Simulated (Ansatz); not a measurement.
# InSb (rocksalt type): the cost of one run

Computed with Ansatz 0.2.0 (DFT, PBE, all-electron LAPW, scalar-relativistic, unless a step's input says otherwise).

## (1) The system as given

Symmetry: Fm-3m, No. 225, cubic system. Conventional cell: a = 5.857 Å, b = 5.857 Å, c = 5.857 Å, α = 90.00°, β = 90.00°, γ = 90.00°. Around In (site symmetry m-3m) lie 6 Sb at 2.93 Å. Sb (site symmetry m-3m) is surrounded by 6 In at 2.93 Å.

Coordinates:

```
CELL_PARAMETERS angstrom
0.00000 2.92832 2.92832
2.92832 0.00000 2.92832
2.92832 2.92832 0.00000
ATOMIC_POSITIONS crystal
In 0.00000 0.00000 0.00000
Sb 0.50000 0.50000 0.50000
```

Atoms are numbered in the order of the input: In1, Sb2.

## (2) Rocksalt relaxed under pressure, LAPW

File input.yaml:

```yaml
crystal:
  lattice:
    - [0.0, 2.9283191979, 2.9283191979]
    - [2.9283191979, 0.0, 2.9283191979]
    - [2.9283191979, 2.9283191979, 0.0]
  atoms:
    - { symbol: In, position: [0.0, 0.0, 0.0] }
    - { symbol: Sb, position: [0.5, 0.5, 0.5] }
kpoints:
  mp_grid: { grid: [12, 12, 12] }
scf:
  occupations: { method: fermi_dirac, width: 0.1 }
hamiltonian:
  xc: pbe
  pseudopotentials: { kind: all_electron, lapw: { basis_error: 0.0005 } }
output:
  forces: true
  stress: true
  eigenvalues: true
relax:
  f_tol: 0.005
  max_steps: 12
  cell: { p_target: 10.0, stress_tol: 0.03 }
```

Command:

```console
$ ansatz run input.yaml --threads 1 --pin off --max-ram 3584MiB --backend cpu --events-out ev --progress --plain --runs-dir out
```

Q: Estimate wall time and peak memory on 1 thread of Arm Neoverse V2, shared host.

About 37 s, with a peak of 0.51 GiB.
